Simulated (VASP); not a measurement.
# Ge (Cmmm) in VASP: a series of runs, part 2 of 2

VASP 6.6.1. The steps go on from the part before.

## Step 3: Single point, PBE

This run uses another cell than the first one, of the same volume but with other edges.

Contents of INCAR:

```
PREC = Accurate ; ENCUT = 400
EDIFF = 1E-7 ; ISMEAR = 0
SIGMA = 0.05 ; LREAL = F
LASPH = T ; NELM = 100
ALGO = Normal ; ISIF = 2
LWAVE = F ; LCHARG = F
GGA = PE ; NBANDS = 13
ADDGRID = F
```

Contents of KPOINTS:

```
Automatic mesh
0
Gamma
  2 2 2
```

Contents of POSCAR:

```
Ge
1.0
    1.4161900000     -2.6475770000      0.0134350000
    1.3961930000      2.6368340000      0.0183540000
    0.0306960000      0.0025520000      2.6389690000
Ge
1
Direct
    0.4852650000      0.4800630000      0.0156560000
```

Potentials or basis: VASP PAW PBE potentials, release 64 (Ge_d).

Command:

```bash
> cat potpaw_PBE.64/Ge_d/POTCAR > POTCAR
> mpirun -np 1 vasp_std > vasp.out
```

OUTCAR:

```text
PREC = Accurate
   ENCUT = 400
   EDIFF = 1E-7
   ISMEAR = 0
   LREAL = F
   LASPH = T
   NELM = 100
   ISIF = 2
   GGA = PE

 Found      8 irreducible k-points:

 Following reciprocal coordinates:
            Coordinates               Weight
  0.000000  0.000000  0.000000      1.000000
  0.500000 -0.000000  0.000000      1.000000
 -0.000000  0.500000  0.000000      1.000000
  0.500000  0.500000  0.000000      1.000000
 -0.000000  0.000000  0.500000      1.000000
  0.500000 -0.000000  0.500000      1.000000
   k-points           NKPTS =      8   k-points in BZ     NKDIM =      8   number of bands    NBANDS=     13
   number of dos      NEDOS =    301   number of ions     NIONS =      1
   total plane-waves  NPLWV =   7200
   dimension x,y,z NGX =    20 NGY =   20 NGZ =   18
   dimension x,y,z NGXF=    40 NGYF=   40 NGZF=   36
   ions per type =               1
   NGX,Y,Z   is equivalent  to a cutoff of  11.07, 11.14, 11.34 a.u.
   NGXF,Y,Z  is equivalent  to a cutoff of  22.15, 22.29, 22.68 a.u.
 SYSTEM =  unknown system
   PREC   = accura    normal or accurate (medium, high low for compatibility)
   ISTART =      0    job   : 0-new  1-cont  2-samecut
   ICHARG =      2    charge: 1-file 2-atom 10-const
   ISPIN  =      1    spin polarized calculation?
   LNONCOLLINEAR =      F non collinear calculations
   LSORBIT =      F    spin-orbit coupling
   LASPH  =      T    aspherical Exc in radial PAW
   ENCUT  =  400.0 eV  29.40 Ry    5.42 a.u.   4.90  4.87  4.30*2*pi/ulx,y,z
   NELM   =    100;   NELMIN=  2; NELMDL= -5     # of ELM steps
   EDIFF  = 0.1E-06   stopping-criterion for ELM
   LREAL  =      F    real-space projection
   EDIFFG = 0.1E-05   stopping-criterion for IOM
   NSW    =      0    number of steps for IOM
   IBRION =     -1    ionic relax: 0-MD 1-quasi-New 2-CG
   NFREE  =      0    steps in history (QN), initial steepest desc. (CG)
   ISIF   =      2    stress and relaxation
   ISYM   =      2    0-nonsym 1-usesym 2-fastsym
   POTIM  = 0.5000    time-step for ionic-motion
   TEBEG  =    0.0;   TEEND  =   0.0 temperature during run
   PSTRESS=    0.0 pullay stress
   NELECT =      14.0000    total number of electrons
   NUPDOWN=      -1.0000    fix difference up-down
   EMIN   =  10.00;   EMAX   =-10.00  energy-range for DOS
   EFERMI =   0.00;   METHOD = LEGACY
   ISMEAR =     0;   SIGMA  =   0.05  broadening in eV -4-tet -1-fermi 0-gaus
   EFERMI_NEDOS =   21; number of points for ismear=-14 and -15
   IALGO  =     38    algorithm
[... 17 lines left out ...]
 maximum number of plane-waves:       368
 NGX is ok and might be reduce to    20

 number of electron      14.0000001 magnetization

 Free energy of the ion-electron system (eV)
  ---------------------------------------------------
  ext. energy  EPLUGINS =         0.00000000
  ---------------------------------------------------
  free energy    TOTEN  =        -5.25062643 eV

  energy without entropy =       -5.25062485  energy(sigma->0) =       -5.25062564

 E-fermi :   4.4176     XC(G=0): -10.9589

 val. band max:        4.2675336158   @ k =  -0.0000   0.5000   0.5000
 cond. band min:       4.5626909993   @ k =   0.5000  -0.0000   0.5000
 fundamental gap:      0.2951573834
 Fermi energy:         4.4175993370

 k-point     1 :       0.0000    0.0000    0.0000
  band No.  band energies     occupation
      1     -18.2130      2.00000
      2     -18.0964      2.00000
      3     -18.0508      2.00000
      4     -17.9263      2.00000
      5     -17.9160      2.00000
      6      -6.5542      2.00000
      7      12.8808      0.00000
      8      13.8090      0.00000
      9      14.5362      0.00000
     10      16.7832      0.00000
     11      18.4715      0.00000
     12      20.8454      0.00000
     13      21.1391      0.00000
[... 66 lines left out ...]
  band No.  band energies     occupation
      1     -18.1460      2.00000
      2     -18.0850      2.00000
      3     -18.0106      2.00000
      4     -17.9122      2.00000
      5     -17.8682      2.00000
      6       2.8804      2.00000
      7       4.2344      2.00000
      8       4.5627      0.00004
      9       9.9111      0.00000
     10      12.7222      0.00000
     11      17.9711      0.00000
     12      19.2216      0.00000
     13      19.3842      0.00000

 [... further k-points ...]

------------------------ aborting loop because EDIFF is reached ----------------------------------------

  FORCE on cell =-STRESS in cart. coord.  units (eV):
  Direction    XX          YY          ZZ          XY          YZ          ZX
  --------------------------------------------------------------------------------------
  -------------------------------------------------------------------------------------
  Total       -0.8893033     -1.4092530      5.2591392      0.0748323      0.0048348      4.0205684
  in kB      -72.6689583   -115.1563808    429.7478510      6.1148804      0.3950750    328.5386716
  external PRESSURE =      80.6408373 kB  Pullay stress =       0.0000000 kB

 VOLUME and BASIS-vectors are now :
 -----------------------------------------------------------------------------
  energy-cutoff  :      400.00
  volume of cell :       19.61
      direct lattice vectors                 reciprocal lattice vectors
     1.416190000 -2.647577000  0.013435000     0.354897238 -0.187889191 -0.003946402
     1.396193000  2.636834000  0.018354000     0.356347309  0.190588350 -0.004329273
     0.030696000  0.002552000  2.638969000    -0.004285175 -0.000368995  0.378986066

 POSITION                                       TOTAL-FORCE (eV/Angst)
 -----------------------------------------------------------------------------------
      1.35797     -0.01889      0.05665         0.000000     -0.000000      0.000000
 -----------------------------------------------------------------------------------
    total drift:                                0.000165     -0.000127      0.000263

  FREE ENERGIE OF THE ION-ELECTRON SYSTEM (eV)
  ---------------------------------------------------
  free  energy   TOTEN  =        -5.2506264285 eV

  energy  without entropy=       -5.2506248469  energy(sigma->0) =       -5.25062564
```

OSZICAR:

```text
N       E                     dE             d eps       ncg     rms          rms(c)
DAV:   1     0.584446544604E+02    0.58445E+02   -0.61642E+03   218   0.256E+03
DAV:   2    -0.667789059790E+00   -0.59112E+02   -0.55882E+02   228   0.374E+02
DAV:   3    -0.519249864799E+01   -0.45247E+01   -0.44973E+01   233   0.657E+01
DAV:   4    -0.525065544065E+01   -0.58157E-01   -0.58150E-01   223   0.802E+00
DAV:   5    -0.525122825387E+01   -0.57281E-03   -0.57281E-03   218   0.871E-01    0.140E+00
DAV:   6    -0.525001376540E+01    0.12145E-02   -0.25050E-03   253   0.164E+00    0.847E-01
DAV:   7    -0.525045177517E+01   -0.43801E-03   -0.29876E-03   233   0.217E+00    0.710E-02
DAV:   8    -0.525059661868E+01   -0.14484E-03   -0.60359E-04   218   0.248E-01    0.478E-02
DAV:   9    -0.525062832519E+01   -0.31707E-04   -0.64191E-05   253   0.148E-01    0.622E-03
DAV:  10    -0.525062666751E+01    0.16577E-05   -0.67736E-06   248   0.481E-02    0.296E-03
DAV:  11    -0.525062645952E+01    0.20799E-06   -0.36223E-07   228   0.941E-03    0.844E-04
DAV:  12    -0.525062642848E+01    0.31042E-07   -0.32541E-08   149   0.232E-03
   1 F= -.52506264E+01 E0= -.52506256E+01  d E =-.158153E-05
```

stdout:

```text
POSCAR found type information on POSCAR Ge
 POSCAR found :  1 types and       1 ions
 scaLAPACK will be used
 LDA part: xc-table for (Slater+PW92), standard interpolation
 POSCAR, INCAR and KPOINTS ok, starting setup
 FFT: planning ... GRIDC
 FFT: planning ... GRID_SOFT
 FFT: planning ... GRID
 WAVECAR not read
 entering main loop
```

Wall time 1.5 s (1 thread of Intel Xeon 6975P-C (Granite Rapids), shared host); peak memory 0.12 GiB.

The run converged, but some of its settings lie outside the range that counts as converged, so its numbers aren't taken as properties of the crystal.

What came out:

| Quantity | Value |
| --- | --- |
| Free energy | -5.2506 eV |
| Pressure | 8.1 GPa |
| Band gap on the k mesh | none (metal or under the smearing width) |

Caveat: the k mesh is coarse (spacing up to 1.27 Å⁻¹), so the values aren't converged.

## Step 4: Single point, PBE

Changes to INCAR since step 3:

```diff
@@ -1,2 +1,2 @@
-PREC = Accurate ; ENCUT = 400
+PREC = Accurate ; ENCUT = 450
 EDIFF = 1E-7 ; ISMEAR = 0
```

KPOINTS is that of step 3.

Contents of POSCAR:

```
Ge
1.0
    1.3971490000     -2.6005160000      0.0000000000
    1.3971490000      2.6005160000      0.0000000000
    0.0000000000      0.0000000000      2.6982310000
Ge
1
Direct
    0.5000000000      0.5000000000      0.0000000000
```

Command:

```bash
> cat potpaw_PBE.64/Ge_d/POTCAR > POTCAR
> mpirun -np 1 vasp_std > vasp.out
```

Run time: 2.2 s. Hardware: 1 thread of Intel Xeon 6975P-C (Granite Rapids), shared host; peak memory 0.12 GiB.

The run converged, but some of its settings lie outside the range that counts as converged, so its numbers aren't taken as properties of the crystal.

Results:

| Quantity | Value |
| --- | --- |
| Free energy | -5.3485 eV |
| Pressure | 6.8 GPa |
| Band gap on the k mesh | none (metal or under the smearing width) |

Caveat: the k mesh is coarse (spacing up to 1.28 Å⁻¹), so the values aren't converged.

## Step 5: Single point, PBE

This run uses another cell than the first one, of the same volume but with other edges.

INCAR is that of step 4.

KPOINTS is that of step 4.

Contents of POSCAR:

```
Ge
1.0
    1.4161900000     -2.6475770000      0.0134350000
    1.3961930000      2.6368340000      0.0183540000
    0.0306960000      0.0025520000      2.6389690000
Ge
1
Direct
    0.4852650000      0.4800630000      0.0156560000
```

Command:

```bash
> cat potpaw_PBE.64/Ge_d/POTCAR > POTCAR
> mpirun -np 1 vasp_std > vasp.out
```

It took 1.6 s on 1 thread of Intel Xeon 6975P-C (Granite Rapids), shared host; peak memory 0.12 GiB.

These settings aren't checked as converged: the numbers below hold their error.

Results:

```
Free energy            : -5.2502 eV
Pressure               : 8.1 GPa
Band gap on the k mesh : none (metal or under the smearing width)
```

Caveat: the k mesh is coarse (spacing up to 1.27 Å⁻¹), so the values aren't converged.

## Step 6: Single point, PBE

Changes to INCAR since step 5:

```diff
@@ -1,2 +1,2 @@
-PREC = Accurate ; ENCUT = 450
+PREC = Accurate ; ENCUT = 550
 EDIFF = 1E-7 ; ISMEAR = 0
```

KPOINTS is that of step 5.

Contents of POSCAR:

```
Ge
1.0
    1.3971490000     -2.6005160000      0.0000000000
    1.3971490000      2.6005160000      0.0000000000
    0.0000000000      0.0000000000      2.6982310000
Ge
1
Direct
    0.5000000000      0.5000000000      0.0000000000
```

Potentials or basis: VASP PAW PBE potentials, release 64 (Ge_d).

Command:

```bash
> cat potpaw_PBE.64/Ge_d/POTCAR > POTCAR
> mpirun -np 1 vasp_std > vasp.out
```

Wall time 2.4 s (1 thread of Intel Xeon 6975P-C (Granite Rapids), shared host); peak memory 0.13 GiB.

These settings aren't checked as converged: the numbers below hold their error.

What came out:

```yaml
Free_energy: -5.3490 eV
Pressure: 7.2 GPa
Band_gap_on_the_k_mesh: none (metal or under the smearing width)
```

Caveat: the k mesh is coarse (spacing up to 1.28 Å⁻¹), so the values aren't converged.

## Step 7: The reference run

An earlier run on the cell as given: functional PBE; potentials or basis VASP PAW PBE potentials, release 64 (Ge_d); cutoff 520 eV; k mesh 11 × 11 × 10; occupations fermi-dirac, width 0.05 eV; no spin polarisation.

* Pressure: -0.6 GPa
* Band gap on the k mesh: none (metal or under the smearing width)
